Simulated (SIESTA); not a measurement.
Runs of SIESTA 5.4.2 on AlNi3. The structure is cubic, space group Pm-3m (No. 221). Conventional cell: a = 3.523 Å, b = 3.523 Å, c = 3.523 Å, α = 90.00°, β = 90.00°, γ = 90.00°. Ni (site symmetry 4/mmm) has 8 Ni at 2.49 Å and 4 Al at 2.49 Å as nearest neighbours. Al (site symmetry m-3m) has 12 Ni at 2.49 Å as nearest neighbours. The cell is a database's computed one.

```csv
task,level,potentials or basis,cell,gap on the mesh (eV),pressure (GPa),moment (μB),largest force (eV/Å)
single point,PBEsol,"PseudoDojo 0.4 standard (PBEsol files), DZP (energy shift 0.003 Ry; two zetas on semicore shells)","atoms moved at random, drawn with an rms of 0.05 Å",none,-1.3,0.64,0.66
single point,PBE,"PseudoDojo 0.4 standard (PBE files), DZP (energy shift 0.003 Ry; two zetas on semicore shells)","atoms moved at random, drawn with an rms of 0.05 Å",none,6.4,0.69,0.71
single point,PBEsol,"PseudoDojo 0.4 standard (PBEsol files), DZP (energy shift 0.003 Ry; two zetas on semicore shells)",as given,none,(a),0.64,-
single point,PBE,"PseudoDojo 0.4 standard (PBE files), DZP (energy shift 0.003 Ry; two zetas on semicore shells)",as given,none,5.7,0.69,-
```

Alike in all rows: spin collinear, ferromagnetic start; k mesh 8 × 8 × 8; smearing fermi-dirac 0.05 eV; grid cutoff 800 Ry; energy shift 0.003 Ry.

Problem. Fill in the values left out.

Solution. (a) -2.0.

Caveats: short orbitals over semicore shells can move pressures by several GPa; the basis of atomic orbitals isn't converged, which shifts pressures, moduli and gaps.

A gap of «none» marks a metal or a gap under the smearing width.
